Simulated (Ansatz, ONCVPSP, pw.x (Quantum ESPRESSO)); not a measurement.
## What a changed setting does to a pw.x run (bcc S)

Potential: optimised norm-conserving Vanderbilt (ONCV), ONCVPSP 4.0.1.1 (patched build), PBE; core [Ne], reference 3s2 3p3.5; waves: 3s: rc 1.55 bohr, ncon 3, nbas 7, qcut 5 1/bohr, 2 projectors, debl 2.3 Ha; 3p: rc 2.24 bohr, ncon 5, nbas 8, qcut 3.8 1/bohr, 1 projector; d scattering state at 0.1 Ha: rc 1.55 bohr, ncon 4, nbas 8, qcut 6.9 1/bohr, 2 projectors, debl 2.7 Ha; local part: polynomial inside 1.40 bohr (lpopt 5, dvloc0 0 Ha); core correction: Teter function fitted to the true core (icmod 2), fcfact 0.7.

The reference run (k-mesh 15³, cutoffs 75/300 Ry, Fermi–Dirac 0.01 Ry, mixing_beta 0.4, conv_thr 1e-9, no spin) gives 0.64 GPa at 15.679 Å³/atom, where all-electron LAPW gives 0.88 GPa. This run, with its own iteration cap, changes degauss to 0.005.

```
&control
  calculation='scf', prefix='x', pseudo_dir='./', outdir='./tmp', tstress=.true., disk_io='none'
/
&system
  ibrav=0, nat=1, ntyp=1, ecutwfc=75, ecutrho=300, nbnd=10,
  occupations='smearing', smearing='fd', degauss=0.005
/
&electrons
  conv_thr=1e-09, mixing_beta=0.4, electron_maxstep=50
/
ATOMIC_SPECIES
S 1.0 S.UPF
CELL_PARAMETERS angstrom
  -1.57671351 1.57671351 1.57671351
  1.57671351 -1.57671351 1.57671351
  1.57671351 1.57671351 -1.57671351
ATOMIC_POSITIONS crystal
S 0.0000 0.0000 0.0000
K_POINTS automatic
15 15 15 0 0 0
```

```bash
pw.x < S.scf.in > S.scf.out
```

Q: How does the run end?

A: It converges in 7 iterations; the free energy moves by +20.4 meV/atom and the pressure by -0.17 GPa. In a metal, with Fermi–Dirac smearing, F lies below its zero-width value by a term in the square of the width.

```
Message from routine setup:
     using ibrav=0 with symmetry is DISCOURAGED, use correct ibrav instead
     lattice parameter (alat)  =       5.1607  a.u.
     unit-cell volume          =     105.8071 (a.u.)^3
     number of electrons       =         6.00
     number of Kohn-Sham states=           10
     kinetic-energy cutoff     =      75.0000  Ry
     charge density cutoff     =     300.0000  Ry
     scf convergence threshold =      1.0E-09
     Exchange-correlation= PBE
     number of k points=   120  Fermi-Dirac smearing, width (Ry)=  0.0050
     iteration #  1     ecut=    75.00 Ry     beta= 0.40
     total energy              =     -25.02036648 Ry
     estimated scf accuracy    <       0.02482344 Ry
     iteration #  2     ecut=    75.00 Ry     beta= 0.40
     total energy              =     -25.01870961 Ry
     estimated scf accuracy    <       0.00522627 Ry
     iteration #  3     ecut=    75.00 Ry     beta= 0.40
     total energy              =     -25.01940882 Ry
     estimated scf accuracy    <       0.00002169 Ry
     iteration #  4     ecut=    75.00 Ry     beta= 0.40
     total energy              =     -25.01942057 Ry
     estimated scf accuracy    <       0.00000242 Ry
     iteration #  5     ecut=    75.00 Ry     beta= 0.40
     total energy              =     -25.01942091 Ry
     estimated scf accuracy    <       0.00000002 Ry
     iteration #  6     ecut=    75.00 Ry     beta= 0.40
     total energy              =     -25.01942092 Ry
     estimated scf accuracy    <          1.1E-09 Ry
     iteration #  7     ecut=    75.00 Ry     beta= 0.40
     the Fermi energy is     9.2882 ev
!    total energy              =     -25.01942092 Ry
     estimated scf accuracy    <          7.9E-13 Ry
     smearing contrib. (-TS)   =      -0.00114446 Ry
     The total energy is F=E-TS. E is the sum of the following terms:
     one-electron contribution =       5.33057252 Ry
     hartree contribution      =       0.95206928 Ry
     xc contribution           =      -9.31570085 Ry
     ewald contribution        =     -21.98521742 Ry
     convergence has been achieved in   7 iterations
          total   stress  (Ry/bohr**3)                   (kbar)     P=        4.70
     Message from routine punch:
     Nothing written, as per user request (disk_io='none')
```

The run took about 18 s on one core of a shared host (Neoverse-V1, 32 threads, 247 GiB, load 38).
